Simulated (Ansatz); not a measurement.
## SiC

Method: r²SCAN, scalar-relativistic; no spin polarisation; PAW, 500 eV, 8×8×6 k-mesh, Gaussian smearing of 0.05 eV; code Ansatz; PAW files: Ansatz's generated set soft_2.

```yaml
crystal:
  lattice:
    - [3.07553, 0.00000, 0.00000]
    - [-1.53776, 2.66349, 0.00000]
    - [0.00000, 0.00000, 5.04739]
  atoms:
    - { symbol: Si, position: [0.33333, 0.66667, 0.00457] }
    - { symbol: Si, position: [0.66667, 0.33333, 0.50457] }
    - { symbol: C, position: [0.33333, 0.66667, 0.38043] }
    - { symbol: C, position: [0.66667, 0.33333, 0.88043] }
```

The chain of runs began from a cell as deposited in COD, expanded in volume.

The run above is the reference. The same cell was run again with other input settings; several of them aren't fit for production, so the rows show the settings' effect and aren't properties of the material.

```tsv
keys changed	outcome	ΔE (meV/atom)	P (GPa)	gap on the mesh (eV)	cell moment (μB)	largest force component (eV/Å)	SCF iterations	rough core-seconds	new warnings
none (reference)	converged	0.0	0.0	2.91	–	0.002	–	–	–
scf.occupations.method: "gaussian" → "cold"; scf.occupations.width: 0.05 → 0.1; hamiltonian.xc: "r2scan" → "revpbe"	converged	–	6.0	2.56	–	0.004	5	2	–
crystal.symmetry: {"detect": false}; hamiltonian.xc: "r2scan" → "pbesol"	converged	–	0.1	2.38	–	0.003	6	13	–
hamiltonian.pseudopotentials: {"kind": "nc"}; scf.occupations.method: "gaussian" → "cold"; scf.occupations.width: 0.05 → 0.2; basis.ecutrho_ratio: 4 → 8	converged	–	1.6	2.88	–	0.008	8	6	cutoff below recommended
scf.lower_state_search: "light"; accuracy: "medium"	converged	0.0	0.0	2.91	–	0.002	7	5	–
scf.n_extra_bands: 32; scf.occupations.width: 0.05 → null; scf.occupations.method: "gaussian" → "tetrahedron"	converged	0.0	0.0	2.91	–	0.002	7	8	band table not solved further; tetrahedron derivatives may miss energy slope
```

ΔE is the energy with the smearing extrapolated to zero. It is left out where the change alters the Hamiltonian or the spin treatment. The varied runs start from atomic densities (corrected by the program's trained start where that serves), with the default search for lower states unless a row changes it.

(1) What happens with these changes: hamiltonian.dispersion: "d4"?

(2) What happens with these changes: hamiltonian.xc: "r2scan" → "rpbe"; scf.occupations.width: 0.05 → 0.025?

Answers:

(1) outcome converged, P (GPa) -1.5, gap on the mesh (eV) 2.91, largest force component (eV/Å) 0.002, SCF iterations 7, rough core-seconds 5.

(2) outcome converged, P (GPa) 6.8, gap on the mesh (eV) 2.57, largest force component (eV/Å) 0.004, SCF iterations 6, rough core-seconds 2.2.

Other pseudopotential files need their own cutoff; where it is too low, pressure and moments show the cutoff and not the files.

The pair part of a dispersion correction pulls inward (a three-body part mostly pushes out), and in metals and ionic crystals with large ions it often overbinds.

2 further runs (cut off, refused for memory, with changed atoms or starts, or in doubt) are left out.

For this crystal the k-mesh misses a band edge: under r²SCAN at the relaxed cell a band path gives a gap of 2.65 eV where the mesh alone gives 2.91 eV, so gaps on the mesh are upper bounds.

Of the reference: Kohn–Sham gaps of semilocal functionals lie under measured ones, often by a third or more.
